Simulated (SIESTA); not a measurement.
The system is Se.

```xyz
3
Lattice="4.3662 0.0000 0.0000 -2.1831 3.7812 0.0000 0.0000 0.0000 4.9536" Properties=species:S:1:pos:R:3 pbc="T T T"
Se    1.6910    2.9289    0.0000
Se   -0.4921    0.8523    3.3024
Se    0.9841    0.0000    1.6512
```

| Property | Result |
| --- | --- |
| Program | SIESTA 5.4.2 |
| Task | single point |
| Functional | PBE |
| Potentials or basis | PseudoDojo 0.4 standard (PBE files) |
| Basis | DZP (energy shift 0.003 Ry; two zetas on semicore shells) |
| Grid cutoff | 500 Ry |
| Energy shift | 0.003 Ry |
| k mesh | 7 × 7 × 6 |
| Occupations | fermi-dirac, width 0.05 eV |
| Spin | no spin polarisation |

On this cell: pressure 6.9 GPa; largest force 1.615 eV/Å; band gap on the k mesh 1.06 eV, indirect (least direct gap 1.33 eV).

The same run follows on a disturbed copy (atoms moved at random, drawn with an rms of 0.05 Å):

```
CELL_PARAMETERS angstrom
4.36620 0.00000 0.00000
-2.18310 3.78124 0.00000
0.00000 0.00000 4.95360
ATOMIC_POSITIONS crystal
Se 0.77894 0.77804 0.00263
Se 0.00918 0.23606 0.65783
Se 0.22781 0.00178 0.32738
```

Task: What does the disturbed cell give?

Result: The energy moves by -1.3 meV/atom; pressure 6.7 GPa; largest force 1.802 eV/Å; band gap on the k mesh 0.91 eV, indirect (least direct gap 1.18 eV).

Forces in eV/Å, atoms in the order of the input:
```
Se  -0.970 -1.201 -0.647
Se  -0.813  1.091  0.421
Se   1.784  0.110  0.229
```

Stress tensor (GPa, compression positive):
```
 5.82  0.27  0.66
 0.27  4.24  1.73
 0.66  1.73 10.02
```

Caveats: an odd mesh through Γ misses points on the zone boundary, where band edges often lie; the basis of atomic orbitals isn't converged, which shifts pressures, moduli and gaps; forces of over 1 eV/Å show positions far from the minimum, so gaps and moduli don't describe the material at rest (some runs).
